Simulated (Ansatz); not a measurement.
TaN: density of states with r2SCAN

TaN:

```xyz
2
Lattice="0.0000 2.4911 2.4911 2.4911 0.0000 2.4911 2.4911 2.4911 0.0000" Properties=species:S:1:pos:R:3 pbc="T T T"
Ta    0.0000    0.0000    0.0000
N     1.2456    1.2456    1.2456
```

The cell comes from a database or a generator and needn't be the stable form of this composition.

| Quantity | Value |
| --- | --- |
| Program | Ansatz 0.2.0 |
| Task | density of states |
| Functional | r2SCAN |
| Potentials or basis | Ansatz PAW |
| Cutoff | 500 eV (not typed: the program's choice for these potentials) |
| k mesh | 9 × 9 × 9 |
| Occupations | fermi-dirac, width 0.05 eV |
| Spin | no spin polarisation |

* Pressure: -29.4 GPa
* Band gap on the k mesh: none (metal or under the smearing width)
* Density of states at the Fermi level: 1.30 states/eV per cell

Levels at points of the mesh, in eV from the Fermi level:
```
           k point  band 7  band 8  band 9  band 10  band 11  band 12
(0.00, 0.00, 0.00)   -6.51   -6.51   -1.40     0.43     0.43     5.03
```

States per cell in windows of 1 eV (zero at the Fermi level; states under -8 eV left out):
```tsv
from (eV)	total
-8.0	0.94
-7.0	2.05
-6.0	2.61
-5.0	0.40
-4.0	0.00
-3.0	0.37
-2.0	0.72
-1.0	0.81
0.0	2.19
1.0	1.90
2.0	0.15
3.0	2.29
4.0	1.96
5.0	0.86
6.0	0.32
7.0	0.46
```

It took 3.7 s on 2 threads of Intel(R) Xeon(R) Processor @ 2.70GHz, with other jobs on the host, peak memory 0.43 GiB.

Caveat: a pressure of tens of GPa on the cell as given is suspect, and the run, the potentials or the cell itself is likely at fault; the PAW data sets come from PBE, with cores solved anew for the run's functional, which leaves a small shift of forces and pressure. The run has no spin-orbit coupling, so splittings on Ta are missing.
